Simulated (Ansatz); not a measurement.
SiNi3:

```
Ni Si
1.0
     3.54200    0.00000    0.00000
     0.00000    3.54200    0.00000
     0.00000    0.00000    3.54200
Ni Si
3 1
Direct
  0.50000 0.50000 0.00000
  0.50000 0.00000 0.50000
  0.00000 0.50000 0.50000
  0.00000 0.00000 0.00000
```

Base run:

* Program: Ansatz 0.2.0
* Functional: PBE
* Potentials or basis: all-electron LAPW, scalar-relativistic
* Cutoff: 306 eV (chosen from the basis error)
* Basis error allowed: 0.001 eV/atom
* k mesh: 8 × 8 × 8
* Occupations: fermi-dirac, width 0.05 eV
* Spin: collinear spin, ferromagnetic start
* Starting moments: [1.0, 1.0, 1.0, 0.0] μB

Its results: pressure -6.0 GPa.

**Question.** The run is repeated on the same cell with these changes: basis error allowed from 0.001 eV/atom to 0.002 eV/atom; fixed moment from none to 3 μB. What comes out?

**Answer.** Pressure 2.0 GPa; site moments Ni +0.92; Si +0.19 μB.

Caveats: the starting moments weren't kept (some runs); the total moment is fixed, so each spin has its own Fermi level (some runs).
